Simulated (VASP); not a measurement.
Write the native input for VASP 6.6.1 that does the following.

| Item | Value |
| --- | --- |
| Task | relaxation of cell and atoms |
| Functional | optB88-vdW |
| Potentials or basis | VASP PAW PBE potentials, release 64 (Hg, Se) |
| Cutoff | 600 eV |
| k mesh | 8 × 8 × 8 |
| Occupations | fermi-dirac, width 0.05 eV |
| Spin | no spin polarisation |
| Further INCAR settings | ALGO = Normal; EDIFF = 1e-06; IBRION = 2; EDIFFG = -0.02; NSW = 40; ISIF = 3 |

The structure of HgSe lies in POSCAR:

```
HgSe
1.0
    0.0000000000      3.0390000000      3.0390000000
    3.0390000000      0.0000000000      3.0390000000
    3.0390000000      3.0390000000      0.0000000000
Hg Se
1 1
Direct
    0.0000000000      0.0000000000      0.0000000000
    0.7500000000      0.7500000000      0.7500000000
```

These files were run (other wordings do the same):

INCAR

```
SYSTEM = HgSe
PREC = Accurate ; ENCUT = 600
EDIFF = 1E-6 ; ISMEAR = -1
SIGMA = 0.05 ; LREAL = .FALSE.
LASPH = .TRUE. ; NELM = 100
ALGO = Normal ; ISIF = 3
LWAVE = .FALSE. ; LCHARG = .FALSE.
GGA = BO ; LUSE_VDW = .TRUE.
AGGAC = 0.0 ; PARAM1 = 0.1833333333
PARAM2 = 0.22 ; IBRION = 2
NSW = 40 ; EDIFFG = -0.02
```

KPOINTS

```
regular mesh
0
G
  8 8 8
  0 0 0
```

Potentials or basis: VASP PAW PBE potentials, release 64 (Hg, Se).

Run with:

```sh
$ cat potpaw_PBE.64/Hg/POTCAR potpaw_PBE.64/Se/POTCAR > POTCAR
$ mpirun -np 1 vasp_std > vasp.out
```

Results of the run:

```
Relaxed volume                         : 30.60 Å³/atom
Relaxed cell                           : a = 4.424 Å, b = 4.424 Å, c = 4.424 Å, α = 60.00°, β = 60.00°, γ = 60.00°
Space group after relaxing (to 0.05 Å) : F-43m (No. 216)
Energy gained by relaxing              : 35.4 meV/atom
Ionic steps                            : 3
Pressure after relaxing                : 0.0 GPa
Band gap on the k mesh                 : none (metal or under the smearing width)
```

Caveat: the PAW data sets were made with another functional, which shifts forces and pressure a little.

Wall time 4.2 min on 1 thread of Intel(R) Xeon(R) Platinum 8259CL CPU @ 2.50GHz (Skylake/Cascade Lake), with other jobs on the host, peak memory 0.47 GiB.
